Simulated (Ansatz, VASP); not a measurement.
# KMgF3: VASP beside Ansatz

```
CELL_PARAMETERS angstrom
3.75088 0.00000 0.00000
0.00000 3.75088 0.00000
0.00000 0.00000 4.50105
ATOMIC_POSITIONS crystal
K 0.50000 0.50000 0.50000
Mg 0.00000 0.00000 0.00000
F 0.50000 0.00000 0.00000
F 0.00000 0.50000 0.00000
F 0.00000 0.00000 0.50000
```

Alike in both runs: task single point; functional PBE; k mesh 6 × 6 × 6; occupations gaussian, width 0.05 eV; no spin polarisation.

|  | VASP | Ansatz |
| --- | --- | --- |
| version | VASP 6.6.1 | Ansatz 0.2.0 |
| potentials or method | VASP PAW PBE potentials, release 64 (K_sv, Mg, F) | scalar-relativistic, plane waves, PAW |
| plane-wave cutoff (eV) | 520 | 420 |
| valence electrons in the cell | 32 | 40 |

```csv
,VASP,Ansatz,Ansatz less VASP
gap on the k mesh at the Fermi level (eV),7.09,7.12,+0.030
least direct gap on the mesh (eV),7.43,7.46,+0.027
pressure (GPa),7.3,7.6,+0.34
largest component of the traceless stress (GPa),11.08,11.02,-0.060
```

The functional is the same, so the differences come from potentials, cutoffs and numerics. The two sets of potentials don't hold the same shells in valence.

A k mesh can miss the band edges.
